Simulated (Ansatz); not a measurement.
La3YO6: relaxed-ion elastic tensor

All numbers below come from Ansatz, DFT PBE, scalar-relativistic, plane waves, PAW. Settings: 420 eV plane-wave cutoff, Γ-centred 6×6×2 mesh, fixed occupations. No spin polarisation.

The cell, relaxed at this level:
```xyz
10
Lattice="3.8796 0.0000 0.0000 -1.9398 3.3598 0.0000 0.0000 0.0000 12.2270" Properties=species:S:1:pos:R:3 pbc="T T T"
La    1.9398    1.1199   10.6683
La    0.0000    2.2399    1.5616
La    0.0000    2.2399    7.4783
Y     1.9398    1.1199    4.5409
O     1.9398    1.1199    2.3078
O     1.9398    1.1199    8.2255
O     0.0000    2.2399    4.0702
O     0.0000    2.2399   10.0399
O     0.0000    0.0000    0.0928
O     0.0000    0.0000    6.0361
```

The cell was found from a structure generator's guess, not taken from experiment.

Task: Give the relaxed-ion elastic constants (GPa, Voigt order xx yy zz yz xz xy, on the Cartesian axes of the cell above).

Result:
C11 = 197.2, C12 = 126.1, C13 = 79.4, C14 = 37.0, C22 = 197.2, C23 = 79.4, C24 = -37.0, C33 = 135.0, C44 = 58.6, C55 = 58.6, C56 = 37.0, C66 = 35.5 GPa; the others vanish.

Task: Is the crystal stable against homogeneous strain?

Result: Yes: the least eigenvalue of the tensor is 8.3 GPa.

Task: And the moduli of a polycrystal (Hill averages)?

Result: B = 117 GPa, G = 32 GPa, E = 88 GPa, ν = 0.37.
